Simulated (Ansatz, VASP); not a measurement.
## Cross-check of SiF (F-SiSi-F chair monolayer) between VASP and Ansatz

Aim: how closely do two programs agree when they are given the same cell, functional and k mesh? The structure shown is the start of the Ansatz relaxation below; VASP solves that cell, so the two are compared at the walk's first step.

Program: Ansatz 0.2.0. Level of theory: plane waves, with VASP 6.6.1 beside it; single point at r2SCAN with D4. Results are calculated unless marked as measured.

### 1. Set-up

The cell holds 4 atoms: 2 F and 2 Si. Cell: a = 3.663 Å, b = 3.663 Å, c = 39.200 Å, α = 90.0°, β = 90.0°, γ = 120.0°. Vacuum lies along c.

### 2. Ansatz: relaxation, r2SCAN with D4

Ansatz runs on its default PAW (the set named soft_2) files.

The two programs are compared at the cell with which this relaxation starts, whose forces are those of its first step.

Input file input.yaml:

```yaml
crystal:
  lattice:
    - [3.663, 0.0, 0.0]
    - [-1.8315, 3.1722510541, 0.0]
    - [0.0, 0.0, 39.2000000002]
  atoms:
    - { symbol: F, position: [0.6666666667, 0.3333333333, 0.4477040816] }
    - { symbol: Si, position: [0.6666666667, 0.3333333333, 0.4905612245] }
    - { symbol: Si, position: [0.3333333333, 0.6666666667, 0.5094387755] }
    - { symbol: F, position: [0.3333333333, 0.6666666667, 0.5522959184] }
  periodic: [true, true, false]
kpoints:
  mp_grid: { grid: [12, 12, 1] }
hamiltonian:
  xc: r2scan
  dispersion: d4
scf:
  occupations: { method: fermi_dirac, width: 0.05 }
  convergence: { dr2_threshold: 1.0e-09 }
relax:
  f_tol: 0.004
  max_steps: 90
  cell: {}
output:
  write_potential: true
  write_density: true
  volumetric_format: npy
```

Command:

```sh
$ ansatz run input.yaml --threads 4 --pin off --max-ram 6144MiB --backend cpu --events-out ev --progress --plain --runs-dir out
```

Numbers of over 12 decimals in the logs are rounded to 6 here.

The program printed:

```text
Warning: relax.cell: scf.convergence.dr2_threshold = 1e-9 eV is looser than the 2.01197122807e-10 eV advised for a relaxation that steers and ends on the stress (1e-10 eV for each atom of the cell: 4, times the square of relax.cell.stress_2d_tol = 0.05 N/m over 14.1 Å (the atoms' height at the walk's start and 5 Å past either face), 3.546e-2 GPa, over a crystal's default 0.05). What an SCF threshold leaves in a stress goes as its square root, and in the free energy as the threshold itself, and one threshold admits the most on a small cell: [figures from the program's tests cut] Set scf.convergence.dr2_threshold to 2.01197122807e-10 eV or tighter. [rest of the remark cut]
Engine: ansatz 0.2.0, x86_64-unknown-linux-gnu
Pseudopotentials: kind: paw
Pseudopotential: F, paw, valence charge 7, recommended cutoff 500 eV (meta_gga), F.paw.azcp
Pseudopotential: Si, paw, valence charge 4, recommended cutoff 500 eV (meta_gga), Si.paw.azcp
Functional definition: r2SCAN
  parameter k0 = 0.174
  parameter k1 = 0.065
  parameter a1 = 4.9479
  exchange = r2scan_x(k0 = k0, k1 = k1, a1 = a1)
  correlation = r2scan_c
Crystal: 4 atoms, lattice volume = 455.502 Å³
Basis set: ecut = 500 eV, 11639 PW (Γ), exchange–correlation on 108×108×1152 points (64 copies of the dense FFT grid, shifted against one another)
Bands: 15, of which v1, the nominal top of the filled ones, is band 11 counted from 1 (10 counted from 0)
Symmetry: 12 space group operations
Space group: P-3m1 (ITA 164), of the structure as read, at distance tolerance 7.7e-5 Å
k-points: 19 of 144
Non-local potential: F, projectors of the file, l = 0: 2, l = 1: 2, l = 2: 1
Non-local potential: Si, projectors of the file, l = 0: 2, l = 1: 2, l = 2: 2
PAW form: soft (Blöchl's): semilocal exchange-correlation on the pseudo side does not see the compensation charge
PAW frozen core: F, regenerated for the run's functional (the file was generated under x = pbe(κ = 0.804, μ = 0.219515), c = pbe(β = 0.066725))
PAW frozen core: Si, regenerated for the run's functional (the file was generated under x = pbe(κ = 0.804, μ = 0.219515), c = pbe(β = 0.066725))
PAW one-centre angular grid: F, 302 points (default); XC on 160 Gauss nodes
PAW one-centre angular grid: Si, 302 points (default); XC on 160 Gauss nodes
Initial density: superposition of atomic densities (neutral atoms: chi_scale 0, normalization atom), corrected by the library's trained network
Initial wavefunctions: pseudopotential atomic-orbital guess
Functional: x = r2scan, c = r2scan; τ floored in thin density (d = 2e-4 eV/Å³)
SCF iter   1: F=—  HF=-2898.588013 eV  |F-HF|=—  |Δ(HF+E_count)|=         —  Δρ=3.83e-3  dr2=7.23e-2  dr2_τ=1.21e-1  ethr=1.77e-3  ⟨swp⟩=12.4  Hψ=2774  notcnv=0
preconditioner: auto → Resta (q_TF=auto, 1.646 Å⁻¹)  ε∞=1.5  [insulator: Δε(μ)=0.290 eV  Ē_g=10.642 eV  σ=0.050 eV  W_gap=0.89  n_scr=20 (ndim 8)  ℏωp=7.4 eV  f_vac=0.828  D(μ)=0.04/eV (n_scr^D=0)  ε∞_Penn≈1.5  vacuum switching on, ρ_ref=8.2e-3 e/Å³]
SCF iter   2: F=—  HF=-2898.658623 eV  |F-HF|=—  |Δ(HF+E_count)|=   7.06e-2  Δρ=2.37e-3  dr2=1.25e-2  dr2_τ=1.48e-3  ethr=3.28e-4  ⟨swp⟩=4.3  Hψ=904  notcnv=0
SCF iter   3: F=—  HF=-2898.659438 eV  |F-HF|=—  |Δ(HF+E_count)|=   8.15e-4  Δρ=9.42e-4  dr2=3.76e-3  dr2_τ=1.73e-4  ethr=5.66e-5  ⟨swp⟩=3.0  Hψ=627  notcnv=0
SCF iter   4: F=—  HF=-2898.659941 eV  |F-HF|=—  |Δ(HF+E_count)|=   5.04e-4  Δρ=1.53e-4  dr2=1.09e-4  dr2_τ=1.03e-5  ethr=1.71e-5  ⟨swp⟩=3.4  Hψ=606  notcnv=0
SCF iter   5: F=—  HF=-2898.659948 eV  |F-HF|=—  |Δ(HF+E_count)|=   6.51e-6  Δρ=2.83e-5  dr2=1.95e-6  dr2_τ=2.77e-7  ethr=4.95e-7  ⟨swp⟩=3.1  Hψ=586  notcnv=0
SCF iter   6: F=—  HF=-2898.660012 eV  |F-HF|=—  |Δ(HF+E_count)|=   6.43e-5  Δρ=5.13e-6  dr2=7.58e-8  dr2_τ=6.93e-9  ethr=8.85e-9  ⟨swp⟩=3.3  Hψ=638  notcnv=0
SCF iter   7: F=-2898.660012 eV  HF=-2898.660012 eV  |F-HF|=4.72e-9  |Δ(HF+E_count)|=   2.60e-7  Δρ=5.95e-7  dr2=9.51e-10  dr2_τ=1.04e-10  ethr=4.55e-12  ⟨swp⟩=10.9  Hψ=2784  notcnv=0
SCF 1 converged in 7 iterations: F = -2898.660012 eV  dr2 = 9.51e-10
  greatest PAW one-centre occupation: 0.935 electrons in one spin orbital (limit 2), on the F atom at site 3 (counted from 0), in its partial waves of l = 0
[...]
SCF iter   6: F=-2899.122542 eV  HF=-2899.122542 eV  |F-HF|=1.81e-10  |Δ(HF+E_count)|=  2.55e-10  Δρ=4.42e-7  dr2=6.53e-10  dr2_τ=2.74e-11  ethr=4.55e-12  ⟨swp⟩=8.3  Hψ=2256  notcnv=0
SCF 6 converged in 6 iterations: F = -2899.122542 eV  dr2 = 6.53e-10
relax step   6: F+E_penalty+E_count = -2899.12254223 eV  Δ(F+E_penalty+E_count) = -1.314e-4 eV  max|allowed force component| = 1.062e-4 eV/Å  Δτ_max = 0.0015 Å  P = -0.005 N/m  Ω = 522.090 Å³  energy of the carried Pulay correction = -2.876e-3 eV  fix = [c, alpha, beta]  reactions: c -0.000 N/m  (6 SCF iters, accepted)
Basis set: ecut = 500 eV, 13229 PW (Γ), exchange–correlation on 120×120×1152 points (64 copies of the dense FFT grid, shifted against one another)
Initial wavefunctions: pseudopotential atomic-orbital guess (no wavefunctions were taken with the density)
iter 1 solved again at ethr=2.89e-7 eV; its pass at ethr=3.10e-3 eV (dr2=6.35e-5 eV) is discarded
SCF iter   1: F=—  HF=-2899.118180 eV  |F-HF|=—  |Δ(HF+E_count)|=         —  Δρ=1.21e-4  dr2=5.64e-6  dr2_τ=1.02e-5  ethr=2.89e-7  ⟨swp⟩=4.8  Hψ=3872  notcnv=0
preconditioner: auto → Resta (q_TF=auto, 1.609 Å⁻¹)  ε∞=1.4  [insulator: Δε(μ)=0.823 eV  Ē_g=10.627 eV  σ=0.050 eV  W_gap=1.00  n_scr=20 (ndim 8)  ℏωp=6.9 eV  f_vac=0.839  D(μ)=0.00/eV (n_scr^D=0)  ε∞_Penn≈1.4  vacuum switching on, ρ_ref=8.2e-3 e/Å³]
SCF iter   2: F=—  HF=-2899.122875 eV  |F-HF|=—  |Δ(HF+E_count)|=   4.69e-3  Δρ=6.11e-5  dr2=1.08e-6  dr2_τ=2.91e-5  ethr=2.57e-8  ⟨swp⟩=3.2  Hψ=748  notcnv=0
SCF iter   3: F=—  HF=-2899.124354 eV  |F-HF|=—  |Δ(HF+E_count)|=   1.48e-3  Δρ=2.26e-5  dr2=2.70e-7  dr2_τ=2.64e-6  ethr=4.93e-9  ⟨swp⟩=3.7  Hψ=760  notcnv=0
SCF iter   4: F=—  HF=-2899.124589 eV  |F-HF|=—  |Δ(HF+E_count)|=   2.35e-4  Δρ=8.31e-6  dr2=9.16e-8  dr2_τ=2.11e-7  ethr=1.23e-9  ⟨swp⟩=3.2  Hψ=682  notcnv=0
SCF iter   5: F=—  HF=-2899.124614 eV  |F-HF|=—  |Δ(HF+E_count)|=   2.54e-5  Δρ=2.28e-6  dr2=1.37e-8  dr2_τ=9.62e-9  ethr=4.16e-10  ⟨swp⟩=2.9  Hψ=589  notcnv=0
SCF iter   6: F=—  HF=-2899.124616 eV  |F-HF|=—  |Δ(HF+E_count)|=   1.75e-6  Δρ=7.47e-7  dr2=1.99e-9  dr2_τ=7.57e-10  ethr=6.23e-11  ⟨swp⟩=3.4  Hψ=626  notcnv=0
iter 7 met the thresholds in force, and the SCF goes on: an eigenvalue changes by 1.13 meV, over its tolerance of 1.04 meV (output.eigenvalues, Limitations)
SCF iter   7: F=-2899.124616 eV  HF=-2899.124616 eV  |F-HF|=4.92e-9  |Δ(HF+E_count)|=   7.12e-8  Δρ=1.07e-7  dr2=6.29e-11  dr2_τ=1.46e-11  ethr=4.55e-12  ⟨swp⟩=15.3  Hψ=2369  notcnv=0
SCF iter   8: F=-2899.124616 eV  HF=-2899.124616 eV  |F-HF|=9.70e-10  |Δ(HF+E_count)|=   4.01e-9  Δρ=8.25e-9  dr2=3.29e-13  dr2_τ=8.96e-14  ethr=1.00e-12  ⟨swp⟩=6.3  Hψ=1669  notcnv=0
SCF 7 converged in 8 iterations: F = -2899.124616 eV  dr2 = 3.29e-13
relax step   7: F+E_penalty+E_count = -2899.12461629 eV  Δ(F+E_penalty+E_count) = -2.074e-3 eV  max|allowed force component| = 9.947e-4 eV/Å  Δτ_max = 0.0000 Å  P = -0.001 N/m  Ω = 522.090 Å³  fix = [c, alpha, beta]  reactions: c -0.000 N/m  stress off target by 8.35e-4 N/m on what of the cell is left free  SCF on the basis re-selected at this cell (its energy is not comparable with the rows above)  (8 SCF iters)
basis re-selected at this cell: Δ(F+E_penalty+E_count) = -2.074e-3 eV, ΔP = +0.004 N/m vs the last step (what re-selecting the basis moved, of the pressure what is left beyond the Pulay correction that the steps carried, after the strain that the cell walked since its last selection, with what the two solves' SCF thresholds leave and, on support functions, any second-order correction that the steps lacked; it is no measure of the basis error at this ecutwfc). The dense FFT grid was sized anew with the basis: this SCF ran on 30×30×288 points, the steps before it on 27×27×288, so part of this shift can come from that change (see relax.cell in the input reference). [rest of the remark cut]
WARN: The output density's exchange-correlation potential varies sharply where the density is thin. Do not read a vacuum level from v_tot or v_xc, or from such a field of the output density. On a cell that repeats whose density bears no net charge and no dipole along the vacuum's axis use v_es (v_loc + v_h of the components); under efield.dipole_correction with no amplitude use v_es + v_field, which holds any externa [...]
SCF converged after 8 iterations
an eigenvalue changed by more than its tolerance at an iteration that met the thresholds in force, so the SCF went on 1 time: the last check found none over its tolerance
Free energy (F): -2899.124616 eV
Harris-Foulkes:  -2899.124616 eV  (|F-HF|=9.70e-10)
Internal energy: -2899.124610 eV  (E = F + TS)
E sigma→0 (E₀):  -2899.124613 eV
Entropy (-TS):   -0.000006 eV (-0.001 meV/atom)
Fermi energy:    -6.068884 eV
--- Per-component energies (eV) ---
  E_band       = -351.352155
  E_kinetic    = 499.867391
  E_local      = -27685.004068  (includes V_loc(G=0)·N_el)
  E_nonlocal   = 194.258295
  E_hartree    = 13546.836832
  E_xc         = -260.986962
  E_vxc        = -332.667496  (∫ρ·V_xc dr)
  E_paw        = -1445.033005  (= ΣΔE_a)
  E_vpaw       = -143.797448  (= ΣTr[D̂ρ^β])
  E_aug_tail   = 0.002088  (compensation charges beyond the density's cutoff)
  E_vtau       = 22.315426  (kinetic-family band-sum trace: ∫τ·v_τ [+ j·A + Jᵃ·Aᵃ] dr)
  E_ewald      = 12251.296670
  E_disp       = -0.146202  (pairwise vdW)
  E_core_change = -0.215649  (= ΣΔE_core)
  E_smearing   = -0.000006  (= −TS)
  E_closure    = -0.000000  (closes the sum)
  Σ components = -2899.124616   (vs F -2899.124616, Δ=0.00e0)
--- Forces (eV/Å), atoms counted from 1 ---
  atom   1  F      0.00000000    -0.00000000     0.00099467
  atom   2  Si     0.00000000    -0.00000000    -0.00082193
  atom   3  Si    -0.00000000     0.00000000     0.00082193
  atom   4  F     -0.00000000     0.00000000    -0.00099467
  max |Σ_I F_I| component: 2.31e-18 eV/Å
--- 2D stress c σ (N/m, compression-positive) ---
       -0.000835      -0.000000      -0.000000
        0.000000      -0.000835       0.000000
       -0.000000       0.000000      -0.000000
  P = ½ c Tr σ = -0.0008 N/m
--- Band table (eV; the first three rows and the last of 19) ---
  k-point 0: bands = [... 7 lower, -12.0570, -12.0570, -6.4981, -6.4981, -5.6826, -2.5283, -2.5283, -1.9311]
  k-point 1: bands = [... 7 lower, -12.0593, -12.0406, -7.0896, -6.6331, -5.3939, -2.6301, -2.2230, -1.5370]
  k-point 2: bands = [... 7 lower, -12.0671, -11.9966, -8.1051, -6.9372, -5.0186, -2.9395, -1.4132, -0.5029]
  k-point 18: bands = [... 7 lower, -12.2612, -11.1365, -11.1365, -9.2465, -1.6589, -1.6589, 0.0975, 0.1153]
  the weakly bound empty levels are not read free of the cell's end (no_gap_told)
--- Relaxed structure (6 steps of the walk, 6 accepted, 1 SCFs on fresh bases) ---
  F+E_penalty+E_count = -2899.12461629 eV   max|allowed force component| = 9.947e-4 eV/Å   (the final SCF, on the basis selected at the relaxed cell)
  cell:  # Å, volume = 522.0897 Å³
    - [3.921608, 0.0, 0]
    - [-1.960804, 3.396212, 0]
    - [0, 0, 39.2000000002]
  atoms:
    - { symbol: F, position: [0.666667, 0.333333, 0.449886] }
    - { symbol: Si, position: [0.666667, 0.333333, 0.490927] }
    - { symbol: Si, position: [0.333333, 0.666667, 0.509073] }
    - { symbol: F, position: [0.333333, 0.666667, 0.550114] }
```

The column dr2 measures how far the density is from self-consistency, as an energy; F and HF (Harris–Foulkes) agree once it is small.

[end of part 1 of 2]

[Lines on the potential files, build, host, timing and source positions are cut from VASP's logs without a mark.]

[Logs are printed without paths, hosts, clocks, repeated set-up lines and the standing remarks that a program may print on its own settings, such as how far it seeks lower states.]

[Hosts, paths, dates, database ids (printed as entryN), source tags and the programs' standing remarks are cut or masked in the printed files.]
